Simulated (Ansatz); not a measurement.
# AgCl: the cost of one run

Computed with Ansatz 0.2.0 (DFT LDA, scalar-relativistic, unless a step's input says otherwise).

### Step 1. The starting structure

Symmetry: Fm-3m, No. 225, cubic system. Conventional cell: a = 5.546 Å, b = 5.546 Å, c = 5.546 Å, α = 90.00°, β = 90.00°, γ = 90.00°. Around Ag (site symmetry m-3m) lie 6 Cl at 2.77 Å. Around Cl (site symmetry m-3m) lie 6 Ag at 2.77 Å.

As a file:

```xyz
2
Lattice="0.0000 2.7731 2.7732 2.7731 0.0000 2.7732 2.7731 2.7731 0.0000" Properties=species:S:1:pos:R:3 pbc="T T T"
Ag    2.7731    2.7731    2.7732
Cl    0.0000    0.0000    0.0000
```

Atoms are numbered in the order of the input: Ag1, Cl2.

### Step 2. The deformed structure

Space group Fm-3m before, I4/mmm after.

### Step 3. All-electron LAPW

input.yaml

```yaml
crystal:
  lattice:
    - [0.0, 2.77315, 2.717687]
    - [2.77315, 0.0, 2.717687]
    - [2.77315, 2.77315, 0.0]
  atoms:
    - { symbol: Ag, position: [0.5, 0.5, 0.5] }
    - { symbol: Cl, position: [0.0, 0.0, 0.0] }
kpoints:
  mp_grid: { grid: [8, 8, 8] }
  band_path:
    path:
      - [0.0, 0.0, 0.0]
      - [0.0, 0.5, 0.5]
      - [0.25, 0.75, 0.5]
      - [0.0, 0.5, 0.0]
      - [0.0, 0.0, 0.0]
      - [0.5, 0.5, 0.0]
      - [0.3801541025, 0.6198458975, 0.0]
      - [-0.3801541025, 0.3801541025, 0.0]
      - [0.0, 0.0, 0.0]
    npoints: 5
scf:
  occupations: { method: fermi_dirac, width: 0.02 }
hamiltonian:
  xc: lda
  pseudopotentials: { kind: all_electron, lapw: { basis_error: 0.0005 } }
output:
  forces: true
  stress: true
  eigenvalues: true
```

The run is started by

```bash
> ansatz run input.yaml --threads 1 --pin off --max-ram 3072MiB --backend cpu --events-out ev --progress --plain --runs-dir out
```

What time and memory should one allow on 1 thread of Arm Neoverse V1, shared host?

About 14 s, with a peak of 0.32 GiB.
